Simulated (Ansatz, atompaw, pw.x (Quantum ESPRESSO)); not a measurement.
From atom to crystal: PAW (atompaw) potential for N

```
Element                 : N (Z = 7)
Generator               : atompaw 4.2.0.5
Type                    : PAW
Functional              : PBE
Relativity              : scalar-relativistic
Frozen core             : [He]
Valence charge          : 5
Reference configuration : 2s2 2p3
Partial waves           : 2s (bound): rc 2.05 bohr; 2s channel at 0.6 Ry: rc 2.05 bohr; 2p (bound): rc 2.00 bohr; 2p channel at 2.4 Ry: rc 2.05 bohr; 3d channel at 0.4 Ry: rc 2.05 bohr; 3d channel at 2.6 Ry: rc 2.05 bohr
Local potential         : troulliermartins scheme with l = 3 at 0 Ry, radius 1.80 bohr
Core correction         : smooth core density matched at 1.85 bohr
Augmentation charge     : besselshape compensation charge, radius 1.65 bohr; PAW radius 2.05 bohr; waves and projectors: custom rrkj gramschmidtortho
```

Crystal test: bcc N in pw.x 7.5, no spin, 18³ k-points, Fermi–Dirac smearing 0.01 Ry, cutoffs 40/400 Ry. The reference is all-electron LAPW (Ansatz 0.2.0) with the same functional, mesh and smearing; V0 and B0 come from Birch–Murnaghan fits to the pressures at five volumes. Errors are pseudo minus all-electron; Δ is the rms difference of the E(V) curves that follow from these fits, minima aligned, over ±6 % about the mean V0. Mesh and smearing are coarse, so the numbers serve the comparison and aren't converged zero-temperature values; the lattice is a test structure that the element need not adopt. Spin polarisation is left out.

All-electron: a0 = 2.438 Å (V0 = 7.24 Å³/atom), B0 = 184.8 GPa.

Question: How far does the potential miss the all-electron equation of state?

Answer: mean pressure error (GPa): +5.57; a0 (Å): 2.461; a0 error (%): +0.97; B0 error (%): -2.8; Δ (meV/atom): 8.5. This is a poor potential for the solid.

```tsv
V (Å³/atom)	P all-electron (GPa)	P pseudo (GPa)
6.885	10.40	16.91
7.066	4.82	10.80
7.247	-0.09	5.42
7.428	-4.43	0.67
7.609	-8.24	-3.51
```

Question: At the middle volume, how do free energy and pressure move when the wave cutoff is lowered (ecutrho held at 400 Ry)?

Answer:

```tsv
cutoff (Ry)	shift of F (meV/atom)	shift of P (GPa)
18	+315.8	-0.11
24	+87.0	-4.16
32	+7.3	-1.13
```

The run at the middle volume (195 k-points, 6 iterations) took about 5.3 s on one core of a shared host (AMD EPYC 9R45 96-Core Processor, 96 threads, 376 GiB, load 79).
